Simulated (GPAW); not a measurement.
# InP (F-43m) in GPAW: settings compared

One crystal, InP, is run at these levels: PBE+D3, RPBE+D3(BJ); tasks: equation of state.

All numbers are computed with GPAW 26.7.0; they aren't measurements. Logs are shortened: lines on timing, memory, paths and dates and some standing lists are left out, and cuts for length are marked. The log counts tension as positive stress, the text compression.

**What was measured.**

A printed reference work, data compilation reports, for a bulk crystal of InP: bulk modulus 71 GPa.

The results are compared with them further down.

### Step 1. The structure

It takes space group F-43m (No. 216, cubic). The conventional cell has a = 5.861 Å, b = 5.861 Å, c = 5.861 Å, α = 90.00°, β = 90.00°, γ = 90.00°. In (site symmetry -43m) has 4 P at 2.54 Å as nearest neighbours. P (site symmetry -43m) is surrounded by 4 In at 2.54 Å.

### Step 2. Equation of state, PBE+D3

Input file run.py:

```python
from ase.calculators.mixing import SumCalculator
from ase.eos import EquationOfState
from ase.io import Trajectory
from ase.spacegroup import crystal
from ase.units import GPa
from dftd3.ase import DFTD3
from gpaw import GPAW, PW

# In 4a
# P 4c
atoms = crystal(['In', 'P'],
                basis=[[0.0, 0.0, 0.0],
                       [0.25, 0.25, 0.25]],
                spacegroup=216, setting=1,  # F-43m
                cellpar=[5.861, 5.861, 5.861, 90.0, 90.0, 90.0],
                primitive_cell=True)

traj = Trajectory('eos.traj', 'w')
volumes, energies = [], []
for x in [0.94, 0.96, 0.98, 1.0, 1.02, 1.04, 1.06]:
    a = atoms.copy()
    a.set_cell(atoms.cell * x**(1 / 3), scale_atoms=True)
    calc = GPAW(mode=PW(600),
                xc='PBE',
                kpts={'size': (6, 6, 6), 'gamma': True},
                occupations={'name': 'fermi-dirac', 'width': 0.05},
                nbands=18,
                convergence={'density': 1e-05, 'energy': 1e-05},
                maxiter=150,
                txt=f'eos-{x:.2f}.txt')
    a.calc = SumCalculator([calc, DFTD3(method='pbe', damping='d3zero')])
    energies.append(a.get_potential_energy())
    volumes.append(a.get_volume())
    p = -a.get_stress()[:3].mean() / GPa
    calc.write(f'eos-{x:.2f}.gpw')
    traj.write(a)
    print(f'{x:.2f} {volumes[-1]:10.4f} A^3 {energies[-1]:14.6f} eV {p:9.3f} GPa', flush=True)

v0, e0, B = EquationOfState(volumes, energies, eos='birchmurnaghan').fit()
print(f'V0 = {v0:.4f} A^3, E0 = {e0:.6f} eV, B0 = {B / GPa:.2f} GPa')
```

Potentials or basis: GPAW PAW data sets (gpaw-data 1.2.1), pw.

On the command line:

```
OMP_NUM_THREADS=1 python run.py
```

Log:

```text
__  _  _
 | _ |_)|_||  |
 |__||  | ||/\| - 26.7.0

Input parameters:
  mode=PW(ecut=600.0),
  convergence={'density': 1e-05, 'energy': 1e-05},
  kpts=MonkhorstPack(size=(6, 6, 6), gamma=True),
  maxiter=150,
  nbands=18,
  occupations=Occupations(name='fermi-dirac', width=0.05),
  xc=XC(name='PBE')

Diagonalizing LCAO Hamiltonian
Converting LCAO to pw mode

           P

       In

Atoms  # Å, Bohr magnetons
|   | symbol |        x |        y |        z |    initial magnetic moments |
|---|--------|----------|----------|----------|-----------------------------|
| 0 |     In | 0.000000 | 0.000000 | 0.000000 | ( 0.0000,  0.0000,  0.0000) |
| 1 |      P | 1.435339 | 1.435339 | 1.435339 | ( 0.0000,  0.0000,  0.0000) |

Unit cell  # Å
| periodic |        x |        y |        z |  lengths |    angles |
|----------|----------|----------|----------|----------|-----------|
|      yes | 0.000000 | 2.870677 | 2.870677 | 4.059750 | 60.000000 |
|      yes | 2.870677 | 0.000000 | 2.870677 | 4.059750 | 60.000000 |
|      yes | 2.870677 | 2.870677 | 0.000000 | 4.059750 | 60.000000 |

Number of symmetries: 24
Symmetry operations  # r_c * U_cc + t_c -> r_c
|    | kind |            matrix            |
|----|------|------------------------------|
|  0 |  E   |  1, 0, 0,  0, 1, 0,  0, 0, 1 |
|  1 |  σ   |  1, 0, 0,  0, 0, 1,  0, 1, 0 |
|  2 |  σ   |  1, 0,-1,  0, 1,-1,  0, 0,-1 |
|  3 |  C3  |  1, 0,-1,  0, 0,-1,  0, 1,-1 |
|  4 |  C3  |  1,-1, 0,  0,-1, 1,  0,-1, 0 |
|  5 |  σ   |  1,-1, 0,  0,-1, 0,  0,-1, 1 |
|  6 |  σ   |  0, 1, 0,  1, 0, 0,  0, 0, 1 |
|  7 |  C3  |  0, 1, 0,  0, 0, 1,  1, 0, 0 |
|  8 |  C2  |  0, 1,-1,  1, 0,-1,  0, 0,-1 |
|  9 |  S4  |  0, 1,-1,  0, 0,-1,  1, 0,-1 |
| 10 |  C3  |  0, 0, 1,  1, 0, 0,  0, 1, 0 |
| 11 |  σ   |  0, 0, 1,  0, 1, 0,  1, 0, 0 |
| 12 |  S4  |  0, 0,-1,  1, 0,-1,  0, 1,-1 |
| 13 |  C3  |  0, 0,-1,  0, 1,-1,  1, 0,-1 |
| 14 |  S4  |  0,-1, 1,  1,-1, 0,  0,-1, 0 |
| 15 |  C2  |  0,-1, 1,  0,-1, 0,  1,-1, 0 |
| 16 |  C3  |  0,-1, 0,  1,-1, 0,  0,-1, 1 |
| 17 |  S4  |  0,-1, 0,  0,-1, 1,  1,-1, 0 |
| 18 |  S4  | -1, 1, 0, -1, 0, 1, -1, 0, 0 |
| 19 |  C3  | -1, 1, 0, -1, 0, 0, -1, 0, 1 |
| 20 |  C3  | -1, 0, 1, -1, 1, 0, -1, 0, 0 |
| 21 |  S4  | -1, 0, 1, -1, 0, 0, -1, 1, 0 |
| 22 |  σ   | -1, 0, 0, -1, 1, 0, -1, 0, 1 |
| 23 |  C2  | -1, 0, 0, -1, 0, 1, -1, 1, 0 |

BZ-sampling:
  Number of BZ points: 216
  Number of IBZ points: 16

  Monkhorst-Pack size: [6, 6, 6]
  Monkhorst-Pack shift: [0.08333333333333333, 0.08333333333333333, 0.08333333333333333]

K-points  # in reciprocal-cell coordinates
|     |                                coordinates |     weight |
|-----|--------------------------------------------|------------|
|   0 | (  0.00000000,   0.00000000,   0.00000000) | 0.00462963 |
|   1 | (  0.16666667,   0.16666667,   0.00000000) | 0.02777778 |
|   2 | (  0.16666667,   0.16666667,   0.16666667) | 0.03703704 |
|   3 | (  0.33333333,   0.16666667,   0.16666667) | 0.05555556 |
|   4 | (  0.33333333,   0.33333333,  -0.33333333) | 0.05555556 |
|   5 | (  0.33333333,   0.33333333,   0.00000000) | 0.02777778 |
|   6 | (  0.33333333,   0.33333333,   0.16666667) | 0.11111111 |
|   7 | (  0.33333333,   0.33333333,   0.33333333) | 0.03703704 |
|   8 | (  0.50000000,   0.33333333,  -0.33333333) | 0.11111111 |
|   9 | (  0.50000000,   0.33333333,  -0.16666667) | 0.05555556 |
| ... |                                            |            |
|  15 | (  0.50000000,   0.50000000,   0.50000000) | 0.01851852 |

Plane wave coefficients: 1596
Cutoff: 600.0 eV

Spin-components: 1 (collinear spins)
Bands:           18
Projectors:      11
Spin-degeneracy: 2
Datatype:        complex128

Parallelization:
  kpt:    1
  domain: 1
  band:   1

Density:
  Valence electrons: 18.0
  Components: 1
  Grid points: [24 24 24]
  Charge: 0.0  # |e|

Potential:
  Grid points: [24 24 24]

species:
  In:
    name:    Indium
    Z:       49.0
    valence: 13
    core:    36
    charge:  0.0  # [|e|]
    compensation charges:
      type: gauss
      rc: 0.36  # [Å]
      lmax: 2
    cutoffs:
      filter: 2.09  # [Å]
      core: 2.48  # [Å]
    projectors
    | kind |    occ | energy [eV] | rcut [Å] |
    |------|--------|-------------|----------|
    |   5s |  2.000 |      -8.203 |    1.185 |
    |   5p |  1.000 |      -2.521 |    1.244 |
    |   4d | 10.000 |     -18.629 |    1.148 |
    |    s |        |      19.008 |    1.185 |
    |    p |        |      24.691 |    1.244 |
    |    d |        |       8.583 |    1.148 |

    Using partial waves for In as LCAO basis

  P:
    name:    Phosphorus
    Z:       15.0
    valence: 5
    core:    10
    charge:  0.0  # [|e|]
    compensation charges:
      type: gauss
      rc: 0.30  # [Å]
      lmax: 2
    cutoffs:
      filter: 1.69  # [Å]
      core: 1.81  # [Å]
    projectors
    | kind |    occ | energy [eV] | rcut [Å] |
    |------|--------|-------------|----------|
    |   3s |  2.000 |     -13.968 |    0.953 |
    |   3p |  3.000 |      -5.506 |    0.953 |
    |    s |        |      13.244 |    0.953 |
    |    p |        |      21.705 |    0.953 |
    |    d |        |       0.000 |    0.953 |

    Using partial waves for P as LCAO basis

Reference energy: -169278.333319  # eV

eigensolver:
  PPCG
  Converge bands: occupied
  niter=2

density mixing:
  MSR1-Mixer
  Pratt-step length: 0.05
  Maximum mixing coefficient: 0.75
  Old densities: 10
  SVD Regularization: 0.005
  Good broyden scale: 1.0
  Trust region scale: 1.0
  Backstep threshold: 4.0
  History deletion threshold: 6.0
  Fourier metric: weight=20.0, sigma=0.015

occupation numbers:
  Fermi-Dirac:
    width: 0.0500  # eV

poisson solver:
  ecut: 4800.0  # eV

xc functional:
  name: PBE with 2 nearest neighbor stencil

convergence criteria:
[... 6 lines left out ...]
|iter     | |      energy | eigst |  dens |
|---------|-|-------------|-------|-------|
|iter:   1| |   -8.878741 | -0.24 |       |
|iter:   2| |   -8.799184 | -2.21 | -1.11 |
|iter:   3| |   -8.496515 | -1.73 | -1.15 |
|iter:   4| |   -8.496319 | -3.15 | -1.75 |
|iter:   5| |   -8.496477 | -3.96 | -2.24 |
|iter:   6| |   -8.496523 | -5.41 | -3.01 |
|iter:   7| |   -8.496528c| -6.51 | -3.56 |
|iter:   8| |   -8.496528c| -8.03c| -4.58 |
|iter:   9| |   -8.496528c| -8.33c| -5.35c|

Converged in 9 steps
Energy contributions relative to reference atoms: (reference = -169278.333319)

Energy contributions:
  Kinetic:          27.879429
  Coulomb:         -24.818775
  Zero:              0.129161
  External:          0.000000
  Xc:              -11.686343
  Entropy:          -0.000001
  Spinorbit:         0.000000
  ----------------------------
  Free energy:      -8.496528
  Extrapolated:     -8.496528

dipole moment: (-22.136208, -22.136208, -22.136208)  # |e|*Ang

Fermi level: 6.158
Eigenvalues  # (at kpt = [0.000, 0.000, 0.000])
| band index |      eig [eV] | occ [0-2] |
|------------|---------------|-----------|
|          0 |        -8.641 |     2.000 |
|          1 |        -8.641 |     2.000 |
|          2 |        -8.641 |     2.000 |
|          3 |        -8.455 |     2.000 |
|          4 |        -8.455 |     2.000 |
|          5 |        -6.359 |     2.000 |
[... 10 lines left out ...]
|         16 |        16.954 |     0.000 |
|         17 |        16.954 |     0.000 |

Gap: 1.042 eV
Transition (v -> c):
  (s=0, k=0, n=8, [0.00, 0.00, 0.00]) -> (s=0, k=0, n=9, [0.00, 0.00, 0.00])
No difference between direct/indirect transitions

Stress tensor  # eV/Ang^3
|         x |         y |         z |
|-----------|-----------|-----------|
| -0.051974 |  0.000000 |  0.000000 |
|  0.000000 | -0.051974 |  0.000000 |
|  0.000000 |  0.000000 | -0.051974 |

# Writing to eos-0.94.gpw (mode='')
```

Wall time 67 s (1 thread of Arm Neoverse V1, shared host); peak memory 0.22 GiB.

What came out:

```
Equilibrium volume                      : 25.82 Å³/atom
Bulk modulus                            : 63 GPa
Pressure derivative of the bulk modulus : 4.7
```

Energy against volume, from the lowest point:
| volume (Å³/atom) | energy (meV/atom) |
| --- | --- |
| 23.657 | 41.81 |
| 24.160 | 23.58 |
| 24.663 | 10.90 |
| 25.167 | 3.21 |
| 25.670 | 0.00 |
| 26.173 | 0.77 |
| 26.677 | 5.10 |

### Step 3. Equation of state, RPBE+D3(BJ)

Changes to run.py since step 2:

```diff
@@ -2,4 +2,3 @@
 from ase.eos import EquationOfState
-from ase.io import Trajectory
-from ase.spacegroup import crystal
+from ase.io import Trajectory, read
 from ase.units import GPa
@@ -8,10 +7,3 @@
 
-# In 4a
-# P 4c
-atoms = crystal(['In', 'P'],
-                basis=[[0.0, 0.0, 0.0],
-                       [0.25, 0.25, 0.25]],
-                spacegroup=216, setting=1,  # F-43m
-                cellpar=[5.861, 5.861, 5.861, 90.0, 90.0, 90.0],
-                primitive_cell=True)
+atoms = read('InP.cif')
 
@@ -23,3 +15,3 @@
     calc = GPAW(mode=PW(600),
-                xc='PBE',
+                xc='RPBE',
                 kpts={'size': (6, 6, 6), 'gamma': True},
@@ -30,3 +22,3 @@
                 txt=f'eos-{x:.2f}.txt')
-    a.calc = SumCalculator([calc, DFTD3(method='pbe', damping='d3zero')])
+    a.calc = SumCalculator([calc, DFTD3(method='rpbe', damping='d3bj')])
     energies.append(a.get_potential_energy())
```

Input file InP.cif:

```cif
data_InP
_cell_length_a 4.14435284
_cell_length_b 4.14435284
_cell_length_c 4.14435284
_cell_angle_alpha 60.00000000
_cell_angle_beta 60.00000000
_cell_angle_gamma 60.00000000
_space_group_name_H-M_alt 'P1'
_space_group_name_Hall 'P 1'
_space_group_IT_number 1
loop_
_space_group_symop_operation_xyz
'x,y,z'
loop_
_atom_site_label
_atom_site_type_symbol
_atom_site_symmetry_multiplicity
_atom_site_Wyckoff_symbol
_atom_site_fract_x
_atom_site_fract_y
_atom_site_fract_z
_atom_site_occupancy
In1 In 1 a 0.0000000000 0.0000000000 0.0000000000 1
P1 P 1 a 0.7500000000 0.7500000000 0.7500000000 1
```

Potentials or basis: the program's PAW data sets (release 1.2.1) made for this functional, pw.

On the command line:

```
OMP_NUM_THREADS=1 python run.py
```

Run time: 74 s. Hardware: 1 thread of Arm Neoverse V1, shared host; peak memory 0.23 GiB.

It converged, with:

```yaml
Equilibrium_volume: "23.25 Å³/atom (rough: see the caveat)"
Bulk_modulus: 82 GPa (rough)
```

Energy against volume, from the lowest point:
```tsv
volume (Å³/atom)	energy (meV/atom)
23.657	0.00
24.160	6.70
24.663	17.86
25.167	33.02
25.670	51.75
26.173	73.61
26.677	98.26
```

Caveat: the minimum lies outside the volumes run.

### Step 4. Against experiment

Step 2. Against the measured bulk modulus of InP, 71 GPa (a printed reference work, data compilation), the calculated 63 GPa is off by -11.2 %. The fit is for a static lattice scaled at fixed shape and fixed fractional positions.
